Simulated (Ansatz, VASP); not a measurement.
## Two plane-wave programs on NaI

INCAR

```
PREC     = Accurate       # precision mode
ENCUT    = 520            # plane-wave cutoff, eV
EDIFF    = 1E-6           # SCF threshold, eV
ISMEAR   = -1             # smearing method
SIGMA    = 0.05           # smearing width, eV
LREAL    = False          # projectors in reciprocal space
LASPH    = True           # aspherical terms in the spheres
NELM     = 80             # most SCF steps
ALGO     = Normal         # electronic algorithm
ISIF     = 2              # what is computed and relaxed
LWAVE    = False          # write WAVECAR
LCHARG   = False          # write CHGCAR
GGA      = PE             # functional
NBANDS   = 14             # bands
```

KPOINTS

```
Automatic mesh
0
Gamma
  7 7 7
```

POSCAR

```
NaI
1.0
    0.0000000000      3.1926595029      3.1926595029
    3.1926595029      0.0000000000      3.1926595029
    3.1926595029      3.1926595029      0.0000000000
I Na
1 1
Direct
    0.5000000000      0.5000000000      0.5000000000
    0.0000000000      0.0000000000      0.0000000000
```

Contents of input.yaml:

```yaml
crystal:
  lattice:
    - [0.0, 3.1926595029, 3.1926595029]
    - [3.1926595029, 0.0, 3.1926595029]
    - [3.1926595029, 3.1926595029, 0.0]
  atoms:
    - { symbol: I, position: [0.5, 0.5, 0.5] }
    - { symbol: Na, position: [0.0, 0.0, 0.0] }
hamiltonian:
  xc: pbe
  pseudopotentials: { kind: paw, azcp: { folder: soft_1 } }
kpoints:
  mp_grid: { grid: [7, 7, 7] }
scf:
  occupations: { method: fermi_dirac, width: 0.05 }
output:
  forces: true
  stress: true
  eigenvalues: true
```

Alike in both runs: task single point; functional PBE; k mesh 7 × 7 × 7; occupations fermi-dirac, width 0.05 eV; no spin polarisation.

|  | VASP | Ansatz |
| --- | --- | --- |
| version | VASP 6.6.1 | Ansatz 0.2.0 |
| potentials or method | VASP PAW PBE potentials, release 64 (I, Na_pv) | Ansatz PAW soft_1 |
| plane-wave cutoff (eV) | 520 | 420 |
| valence electrons in the cell | 14 | 26 |

```csv
,VASP,Ansatz,Ansatz less VASP
gap on the k mesh at the Fermi level (eV),3.75,3.76,+0.003
least direct gap on the mesh (eV),3.75,3.76,+0.003
pressure (GPa),1.2,1.2,-0.03
```

The two sets of potentials don't hold the same shells in valence.

Caveats: spin-orbit coupling is left out, which moves the levels of the heavy elements; odd divisions of the mesh miss points on the zone boundary, where band edges often lie, so the gap on the mesh can be too wide (Ansatz).
